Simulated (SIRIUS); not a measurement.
SnTe:

```
CELL_PARAMETERS angstrom
0.00000 3.61115 3.61115
3.61115 0.00000 3.61115
3.61115 3.61115 0.00000
ATOMIC_POSITIONS crystal
Te 0.25000 0.25000 0.25000
Sn 0.00000 0.00000 0.00000
```

Measurements of this composition are mostly on another form, of space group No. 225.

- Program: SIRIUS 7.12.0
- Task: single point
- Functional: PBE
- Potentials or basis: all-electron FP-LAPW
- Cutoff: 149 eV
- Basis: apw+lo standard
- k mesh: 7 × 7 × 7
- Occupations: fermi-dirac, width 0.05 eV
- Spin: no spin polarisation

On this cell: largest force zero by symmetry; band gap on the k mesh 0.33 eV, indirect (least direct gap 0.83 eV).

The same run follows on a disturbed copy (atoms moved at random):

```
CELL_PARAMETERS angstrom
0.00000 3.61115 3.61115
3.61115 0.00000 3.61115
3.61115 3.61115 0.00000
ATOMIC_POSITIONS crystal
Te 0.25104 0.25696 0.24113
Sn 0.00788 0.99528 0.99274
```

Q: What does the disturbed cell give?

A: The energy moves by +1.6 meV/atom; largest force 0.126 eV/Å; band gap on the k mesh 0.30 eV, indirect (least direct gap 0.83 eV).

Forces in eV/Å, atoms in the order of the input:
```
Te  -0.089  0.075 -0.046
Sn   0.089 -0.076  0.046
```

Caveats: spin-orbit coupling is left out, which moves the levels of the heavy elements; an odd mesh through Γ misses points on the zone boundary, where band edges often lie.
